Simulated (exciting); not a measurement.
Two BSE runs for the Br K edge of AgBr, space group Fm-3m. Run A: exciting, all-electron LAPW+lo, PBE, exchange and screened direct term (singlet BSE), 5×5×5 shifted k points, 19 conduction bands, |G+q| up to 3 bohr⁻¹, full RPA screening with nempty = 41, Lorentzian half width 1.26 eV. Run B differs in one setting: k mesh, kernel cutoff, basis, band set, screening or width.

Energy from the Kohn–Sham onset, core level to the lowest empty state found on the meshes used; one zero for both, scaled to A's maximum:

| E (eV) | A | B |
| --- | --- | --- |
| -10.0 | 0.02 | 0.06 |
| -9.5 | 0.02 | 0.07 |
| -9.0 | 0.02 | 0.07 |
| -8.5 | 0.03 | 0.07 |
| -8.0 | 0.03 | 0.08 |
| -7.5 | 0.03 | 0.09 |
| -7.0 | 0.03 | 0.09 |
| -6.5 | 0.04 | 0.10 |
| -6.0 | 0.04 | 0.11 |
| -5.5 | 0.05 | 0.12 |
| -5.0 | 0.05 | 0.13 |
| -4.5 | 0.06 | 0.14 |
| -4.0 | 0.07 | 0.16 |
| -3.5 | 0.07 | 0.18 |
| -3.0 | 0.09 | 0.20 |
| -2.5 | 0.10 | 0.22 |
| -2.0 | 0.12 | 0.24 |
| -1.5 | 0.15 | 0.27 |
| -1.0 | 0.19 | 0.31 |
| -0.5 | 0.25 | 0.34 |
| 0.0 | 0.34 | 0.38 |
| 0.5 | 0.47 | 0.43 |
| 1.0 | 0.63 | 0.47 |
| 1.5 | 0.79 | 0.51 |
| 2.0 | 0.90 | 0.54 |
| 2.5 | 0.92 | 0.57 |
| 3.0 | 0.88 | 0.59 |
| 3.5 | 0.84 | 0.61 |
| 4.0 | 0.85 | 0.62 |
| 4.5 | 0.90 | 0.63 |
| 5.0 | 0.95 | 0.63 |
| 5.5 | 0.99 | 0.62 |
| 6.0 | 0.99 | 0.61 |
| 6.5 | 0.90 | 0.59 |
| 7.0 | 0.76 | 0.57 |
| 7.5 | 0.62 | 0.54 |
| 8.0 | 0.52 | 0.52 |
| 8.5 | 0.46 | 0.49 |
| 9.0 | 0.41 | 0.47 |
| 9.5 | 0.39 | 0.45 |
| 10.0 | 0.36 | 0.43 |
| 10.5 | 0.34 | 0.42 |
| 11.0 | 0.31 | 0.41 |
| 11.5 | 0.30 | 0.40 |
| 12.0 | 0.31 | 0.40 |
| 12.5 | 0.32 | 0.40 |
| 13.0 | 0.35 | 0.40 |
| 13.5 | 0.39 | 0.40 |
| 14.0 | 0.44 | 0.41 |
| 14.5 | 0.48 | 0.42 |
| 15.0 | 0.51 | 0.42 |
| 15.5 | 0.53 | 0.43 |
| 16.0 | 0.53 | 0.43 |
| 16.5 | 0.53 | 0.43 |
| 17.0 | 0.54 | 0.43 |
| 17.5 | 0.53 | 0.42 |
| 18.0 | 0.51 | 0.42 |
| 18.5 | 0.48 | 0.41 |
| 19.0 | 0.45 | 0.41 |
| 19.5 | 0.44 | 0.40 |
| 20.0 | 0.43 | 0.39 |
| 20.5 | 0.42 | 0.39 |
| 21.0 | 0.42 | 0.38 |
| 21.5 | 0.42 | 0.37 |
| 22.0 | 0.43 | 0.37 |

The database entry behind the starting cell differs from later determinations by our own check (about 0.6 % short of the room-temperature cell), so it need not match the best structure at ambient conditions.

**Question.** Which is the likeliest?

The half width (eV) from 1.26 to 3.78. The spectrum differs from run A by 30 % r.m.s. The highest maximum lies at 4.8 eV (0.63), against 5.7 eV (1.00). Only the width of each line changes; the area stays. A table step wider than the lines misses their tops. Other settings could leave a like mark; this is the change that was made.

[Hosts, paths, dates, database ids (printed as entryN), source tags and the programs' standing remarks are cut or masked in the printed files.]
